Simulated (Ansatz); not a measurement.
Here is an Ansatz 0.2.0 calculation.

input.yaml

```yaml
crystal:
  lattice:
    - [0.0, 3.231, 3.231]
    - [3.231, 0.0, 3.231]
    - [3.231, 3.231, 0.0]
  atoms:
    - { symbol: Pb, position: [0.0, 0.0, 0.0] }
    - { symbol: Te, position: [0.5, 0.5, 0.5] }
hamiltonian:
  xc: pbe
  pseudopotentials: { kind: nc, accuracy: stringent }
kpoints:
  mp_grid: { grid: [7, 7, 7] }
  band_path:
    path:
      - [[0.0, 0.0, 0.0], [0.5, 0.0, 0.5], [0.5, 0.25, 0.75], [0.375, 0.375, 0.75], [0.0, 0.0, 0.0], [0.5, 0.5, 0.5], [0.625, 0.25, 0.625], [0.5, 0.25, 0.75], [0.5, 0.5, 0.5], [0.375, 0.375, 0.75]]
      - [[0.625, 0.25, 0.625], [0.5, 0.0, 0.5]]
    npoints: 14
scf:
  occupations: { method: fermi_dirac, width: 0.05 }
  n_extra_bands: 6
output:
  forces: true
  stress: true
  eigenvalues: true
  fatbands: false
  write_density: true
  write_potential: true
  elf: true
  volumetric_format: npy
```

Potentials or basis: PseudoDojo stringent (PBE files).

Run with:

```bash
$ ansatz run input.yaml --threads 2 --pin off --max-ram 5120MiB --backend cpu --events-out ev --progress --plain --runs-dir out
```

Problem. Predict the pressure.

Solution. 2.1 GPa.

Problem. What does it give for the band gap along the path?

Solution. 0.74 eV, direct.

Levels at the corners of the path, in eV from the Fermi level:
```
point  band 21  band 22  band 23  band 24  band 25  band 26
    Γ    -1.76    -1.76    -1.76     3.67     3.67     3.67
    X    -4.90    -3.21    -3.21     2.89     5.06     5.06
    W    -4.19    -4.19    -0.77     1.27     4.82     4.82
    K    -4.52    -2.71    -2.49     3.17     3.38     4.73
    Γ    -1.76    -1.76    -1.76     3.67     3.67     3.67
    L    -1.30    -1.30    -0.41     0.33     0.87     0.87
    U    -4.52    -2.71    -2.49     3.17     3.38     4.73
    W    -4.19    -4.19    -0.77     1.27     4.82     4.82
    L    -1.30    -1.30    -0.41     0.33     0.87     0.87
    K    -4.52    -2.71    -2.49     3.17     3.38     4.73
    U    -4.52    -2.71    -2.49     3.17     3.38     4.73
    X    -4.90    -3.21    -3.21     2.89     5.06     5.06
```

Caveat: this odd mesh misses L, where the gap lies, so gap, dielectric constants and Born charges aren't listed; spin-orbit coupling is left out, which moves the levels of the heavy elements.

**Experimental background.**

A printed reference work, monograph reports, for a bulk crystal of TePb at 4.2 K: band gap 0.19 eV (direct).

Measured gap of TePb: 0.19 eV (direct; 4.2 K; a printed reference work, monograph). This calculation gives 0.74 eV (+0.55 eV). Spin-orbit coupling on Pb, Te is left out. The value is that of PBE, without temperature or zero-point motion.
